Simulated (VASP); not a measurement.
# Core-hole spectrum of HfO2

Wanted: the near-edge structure of HfO2. The cell has space group Fm-3m. The start is a cell from a database of measured crystal structures.

Program: VASP 6.6.1. Level of theory: PBE; plane waves and PAW (O, Hf_sv_GW, O), in the first sound run; inputs show where later runs differ. Results are calculated unless marked as measured.

This is a report of a sequence of runs, with most program output left out.

## Step 1: The starting structure

Symmetry: Fm-3m, No. 225, cubic system. Conventional cell: a = 5.115 Å, b = 5.115 Å, c = 5.115 Å, α = 90.00°, β = 90.00°, γ = 90.00°. Nearest to O lie 4 Hf at 2.21 Å. Nearest to Hf lie 8 O at 2.21 Å. Farther neighbours and most contacts between anions are not listed.

## Step 2: Supercell without a hole

The cell without a hole gives, with ICORELEVEL = 1, the Kohn-Sham core levels of the initial state. It is a supercell, which puts a hole 6.3 Å from its nearest image.

INCAR reads:

```
SYSTEM = HfO2
PREC = Accurate
ENCUT = 400
EDIFF = 1E-05
NELM = 100
ISMEAR = 0
SIGMA = 0.05
LREAL = .FALSE.
ALGO = Normal
GGA = PE
NBANDS = 90
LASPH = .TRUE.
LWAVE = .FALSE.
LCHARG = .FALSE.
KPAR = 2
NCORE = 4
ICORELEVEL = 1
```

POSCAR reads:

```
HfO2
1.0
    2.5575000000      5.1150000000     -2.5575000000
    5.1150000000     -2.5575000000      2.5575000000
    2.5575000000     -5.1150000000     -2.5575000000
O Hf O
1 6 11
Direct
    0.8750000000      0.3333333333      0.9583333333
    0.5000000000      0.3333333333      0.8333333333
    0.0000000000      0.6666666667      0.6666666667
    0.5000000000      0.0000000000      0.5000000000
    0.0000000000      0.3333333333      0.3333333333
    0.5000000000      0.6666666667      0.1666666667
    0.0000000000      0.0000000000      0.0000000000
    0.3750000000      0.6666666667      0.7916666667
    0.8750000000      0.0000000000      0.6250000000
    0.3750000000      0.3333333333      0.4583333333
    0.8750000000      0.6666666667      0.2916666667
    0.3750000000      0.0000000000      0.1250000000
    0.6250000000      0.6666666667      0.5416666667
    0.1250000000      0.0000000000      0.3750000000
    0.6250000000      0.3333333333      0.2083333333
    0.1250000000      0.6666666667      0.0416666667
    0.6250000000      0.0000000000      0.8750000000
    0.1250000000      0.3333333333      0.7083333333
```

KPOINTS reads:

```
Automatic mesh
0
Gamma
3 3 3
0 0 0
```

Potentials, in the order of the species: O, Hf_sv_GW and O (PBE family, release 64).

Launch:

```bash
> mpirun -np 8 vasp_std
```

Run time: 28 s. Hardware: 8 MPI ranks of AMD EPYC 7R43, shared host; peak memory 1.2 GiB; 3.5 min of CPU time.

These are scalar-relativistic Kohn-Sham levels of the ground state, with no core hole, so they are not binding energies.

This step gave:

| Quantity | Value |
| --- | --- |
| free energy (TOTEN) | -197.8751 eV |
| Fermi energy | 6.842 eV |
| pressure | -9.957 GPa |

The two shallowest core shells; atoms whose shallowest level rounds to another's at 0.01 eV are left out. Core levels, by row:

```
atom  shell  level below the valence-band top (eV)
  O1     1s                                  504.2
 Hf2     4d                                  200.8
 Hf2     4f                                  11.14
```

## Step 3: K edge, Wyckoff site O c, full hole

This step: supercell core-hole method, PBE, full hole; plane waves and PAW (O, Hf_sv_GW, O) (VASP 6.6.1).

One core electron is taken from the first atom, which POSCAR lists as a species of its own, and NELECT stays that of the neutral valence shell, so the cell is charged against a background. NBANDS covers the range above the edge. The first density still holds the charge taken from the core, which is what the BRMIX lines of the log report.

INCAR reads:

```
SYSTEM = HfO2
PREC = Accurate
ENCUT = 400
EDIFF = 1E-06
NELM = 100
ISMEAR = 0
SIGMA = 0.05
LREAL = .FALSE.
ALGO = Normal
GGA = PE
NBANDS = 192
LASPH = .TRUE.
LWAVE = .FALSE.
LCHARG = .FALSE.
KPAR = 2
ICORELEVEL = 2
CLNT = 1
CLN = 1
CLL = 0
CLZ = 1
CH_LSPEC = .TRUE.
CH_NEDOS = 1500
CH_SIGMA = 0.5
NELECT = 144
```

POSCAR is that of step 2.

KPOINTS is that of step 2.

Launch:

```bash
> mpirun -np 8 vasp_std
```

Elapsed: 61 s, on 8 MPI ranks; peak memory 1.5 GiB.

This step gave:

```
free energy (TOTEN) : -342.5071 eV
Fermi energy        : 6.944 eV
```

The imaginary dielectric function times 10^5 has structure finer than the step of the table below, so its rows give means over 2 eV, whole bins alone (the curve runs from 517 to 562 eV). Peaks (eV: height): xx 525.6: 13.7, 528.9: 31.1, 533.9: 13.3, 537.8: 13.4, 547.7: 14.8; yy 525.6: 14.0, 528.9: 30.5, 533.9: 13.1, 537.8: 13.5, 547.6: 14.7.

Smoothed further by a Gaussian, to a width of roughly 1 to 1.2 eV in all; heights scale with one over the cell volume; the energy axis is the program's own, and the fall at its high end is where NBANDS ends. The imaginary dielectric function times 10^5 by photon energy; means over each step:

```
photon energy (eV)       xx       yy
               520    0.155   0.0450
               522    0.257    0.110
               524     1.28     1.30
               526     8.91     9.00
               528     16.8     16.9
               530     19.6     19.4
               532     7.78     7.95
               534     11.3     11.3
               536     5.97     5.77
               538     11.4     11.3
               540     7.51     7.58
               542     8.27     8.28
               544     6.09     6.02
               546     8.73     8.78
               548     11.4     11.3
               550     4.92     4.83
               552     3.94     3.99
               554     3.84     3.86
               556     1.94     2.06
               558  0.00521  0.00411
               560        0        0
```

The smoothed xx curve reaches a tenth of its top at about 525 eV.

## Step 4: K edge, Wyckoff site O c, no hole

This step: supercell core-hole method, PBE, no hole; plane waves and PAW (O, Hf_sv_GW, O) (VASP 6.6.1).

With CLZ = 0 the final states feel no hole, which shows what the hole does. NBANDS covers the range above the edge.

Edit INCAR of step 3 so:

```diff
@@ -19,3 +19,3 @@
 CLL = 0
-CLZ = 1
+CLZ = 0
 CH_LSPEC = .TRUE.
@@ -23,2 +23 @@
 CH_SIGMA = 0.5
-NELECT = 144
```

POSCAR is that of step 3.

KPOINTS is that of step 3.

Launch:

```bash
> mpirun -np 8 vasp_std
```

The job ended after 61 s (8 MPI ranks; peak memory 1.5 GiB; 7.8 min of CPU time).

This step gave:

```yaml
free_energy_toten: -197.8751 eV
fermi_energy: 7.078 eV
pressure: -9.965 GPa
```

The imaginary dielectric function times 10^5 has structure finer than the step of the table below, so its rows give means over 1 eV, whole bins alone (the curve runs from 521 to 566 eV). Peaks (eV: height): xx 525.9: 16.1, 530.1: 33.0, 534.3: 19.5, 538.1: 17.0, 547.9: 19.7; yy 525.9: 16.1, 530.1: 32.7, 534.3: 19.7, 538.0: 17.3, 547.9: 19.2.

Smoothed further by a Gaussian, to a width of roughly 1 to 1.2 eV in all; heights scale with one over the cell volume; the energy axis is the program's own, and the fall at its high end is where NBANDS ends. Imaginary dielectric function times 10^5 against photon energy; means over each step:

```
photon energy (eV)      xx      yy
               523  3.3e-4  3.6e-4
               524   0.179   0.179
               525    5.53    5.52
               526    14.2    14.2
               527    4.48    4.46
               528    6.16    6.18
               529    19.8    19.9
               530    31.9    31.7
               531    24.4    24.6
               532    12.1    11.9
               533    10.1    10.3
               534    17.9    17.7
               535    13.4    13.8
               536    6.11    5.66
               537    10.3    10.7
               538    16.2    16.4
               539    11.9    11.1
               540    9.56    10.4
               541    9.89    9.49
               542    10.4    10.7
               543    9.90    9.44
               544    7.44    7.65
               545    6.64    6.62
               546    9.14    9.25
               547    12.9    12.9
               548    18.2    17.9
               549    10.4    10.9
               550    7.84    7.47
               551    4.78    5.10
               552    4.83    4.76
               553    5.17    5.02
               554    3.67    3.52
               555    3.74    4.01
               556    1.49    1.77
               557   0.117   0.124
               558  6.2e-4  6.2e-4
```

The smoothed xx curve reaches a tenth of its top at about 525 eV.

## Step 5: Summary

This step: supercell core-hole method, PBE; plane waves and PAW (VASP 6.6.1).

Derived from the runs above.

Core-hole runs:

```
site       hole  cost (core minutes)
 O c  full hole                 8.13
 O c    no hole                 8.13
```

## Step 6: What came out

```json
{"K edge of O c, full hole": "xx reaches a tenth of its top at 524.66 eV on the program's axis; share within the next 5 eV of the next 20 eV: 35 %", "K edge of O c, no hole": "xx reaches a tenth of its top at 524.87 eV on the program's axis; share within the next 5 eV of the next 20 eV: 24 %"}
```

**Reading.** The O K edge, for light polarised along x, reaches a tenth of its top at 524.66 eV on the program's axis. That mark passes over any weaker pre-edge, and only dipole transitions enter. In the charged run (full hole) weight just under or at the onset may be a state bound to the hole or the highest filled band counted as a final state; this wasn't checked, so onset and share of that run are in doubt. Share of the first 20 eV of absorption, for light polarised along x, that lies within 5 eV of each run's own onset: 24 % with no hole and 35 % with full hole. One site of the element was run (Wyckoff letter c). With 18 atoms and a 3×3×3 mesh the peak shapes still carry the imprint of the mesh, and the holes are close enough to feel one another. The fall at the high end is where NBANDS ends. The other core electrons stay frozen, so neither the program's energy axis nor the change of TOTEN is an excitation energy; spectra are aligned at the onset when set beside measurement. The given cell is kept, although it stands at -10.0 GPa at PBE and ENCUT = 400 eV, which holds the mismatch of the given cell with this functional, any error of the entry itself and any basis-set error. Not tabulated here, as repeats of values shown or as unfit to read for their mesh, reference level or band range: gaps (K edge, supercell without a hole); pressures of a box with vacuum or a charge (K edge); core levels (K edge).

[Lines on the potential files, build, host, timing and source positions are cut from VASP's logs without a mark.]

[Logs are printed without paths, hosts, clocks, repeated set-up lines and the standing remarks that a program may print on its own settings, such as how far it seeks lower states.]

[Hosts, paths, dates, database ids (printed as entryN), source tags and the programs' standing remarks are cut or masked in the printed files.]
